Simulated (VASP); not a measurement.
# InAs: single point with PBE

**Experimental background.**

A printed reference work, data compilation reports, for a bulk crystal of InAs at 4.2 K: band gap 0.418 eV (direct).

Crystal: InAs.

```
In As
1.0
     0.00000    3.09761    3.09761
     3.09761    0.00000    3.09761
     3.09761    3.09761    0.00000
In As
1 1
Direct
  0.00000 0.00000 0.00000
  0.75000 0.75000 0.75000
```

```
Program             : VASP 6.6.1
Task                : single point
Functional          : PBE
Potentials or basis : VASP PAW PBE potentials, release 64 (In_d, As)
Cutoff              : 500 eV
k mesh              : 6 × 6 × 6
Occupations         : gaussian, width 0.1 eV
Spin                : no spin polarisation
```

The pressure is -0.1 GPa and the band gap on the k mesh is zero (filled and empty bands touch).

Levels at points of the mesh, in eV from the Fermi level:
```tsv
k point	band 7	band 8	band 9	band 10	band 11	band 12
(0.00, 0.00, 0.00)	-0.60	-0.03	-0.03	-0.03	3.83	3.83
(0.50, 0.00, 0.00)	-5.45	-0.92	-0.92	0.77	4.59	4.59
(0.50, 0.50, 0.00)	-5.57	-2.12	-2.12	1.63	2.01	8.70
```

Wall time 6.6 s on 1 thread of Intel(R) Xeon(R) 6975P-C (Granite Rapids), on a shared host, peak memory 0.18 GiB.

Measured gap of InAs: 0.418 eV (direct; 4.2 K; a printed reference work, data compilation). This calculation gives 0.00 eV (-0.42 eV). Spin-orbit coupling on As, In is left out. The value is that of PBE on a finite k mesh, which can miss the band edges, without temperature or zero-point motion. Semilocal functionals fall short of measured gaps as a rule.

Caveat: spin-orbit coupling is left out, which moves the levels of the heavy elements.
